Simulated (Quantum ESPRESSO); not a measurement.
Input of a Quantum ESPRESSO 7.5 run:

The input run.py:

```python
import numpy as np
from ase.calculators.espresso import Espresso, EspressoProfile
from ase.io import read

atoms = read('Hg.xyz')

input_data = {
    'control': {'calculation': 'scf', 'prefix': 'pwscf', 'outdir': './tmp', 'tprnfor': True, 'tstress': True, 'disk_io': 'nowf'},
    'system': {'ecutwfc': 60.0, 'nbnd': 28, 'occupations': 'smearing', 'smearing': 'fd', 'degauss': 0.00367493},
    'electrons': {'conv_thr': 4e-10, 'electron_maxstep': 120, 'mixing_beta': 0.5},
}
pseudopotentials = {'Hg': 'Hg_ONCV_PBE-1.0.oncvpsp.upf'}
profile = EspressoProfile(command='pw.x', pseudo_dir='pseudo')
dft = Espresso(profile=profile, input_data=input_data, pseudopotentials=pseudopotentials, kpts=(9, 9, 5), koffset=(0, 0, 0))
atoms.calc = dft

print(f'energy {atoms.get_potential_energy():.8f} eV')
print('forces (eV/A)')
print(np.round(atoms.get_forces(), 6))
print('stress (eV/A^3, Voigt)')
print(np.round(atoms.get_stress(), 8))
print(f'Fermi level {dft.get_fermi_level():.4f} eV')
```

File Hg.xyz:

```xyz
2
Lattice="3.4618096384 0.0000000000 0.0000000000 -1.7309048192 2.9980150899 0.0000000000 0.0000000000 0.0000000000 5.4875482800" Properties=species:S:1:pos:R:3 pbc="T T T"
Hg    -0.0000000002      1.9986767267      1.3718870700
Hg     1.7309048194      0.9993383632      4.1156612100
```

Potentials or basis: SSSP 1.3 efficiency PBE.

Run with:

```console
$ OMP_NUM_THREADS=1 python run.py
```

Problem. What does it give for the band gap on the k mesh?

Solution. None (metal or under the smearing width).

Problem. Estimate the pressure.

Solution. 0.8 GPa.

Stress tensor (GPa, compression positive):
```
0.69 0.00 0.00
0.00 0.69 0.00
0.00 0.00 0.89
```

Spin-orbit coupling is left out, which matters for the levels of Hg.
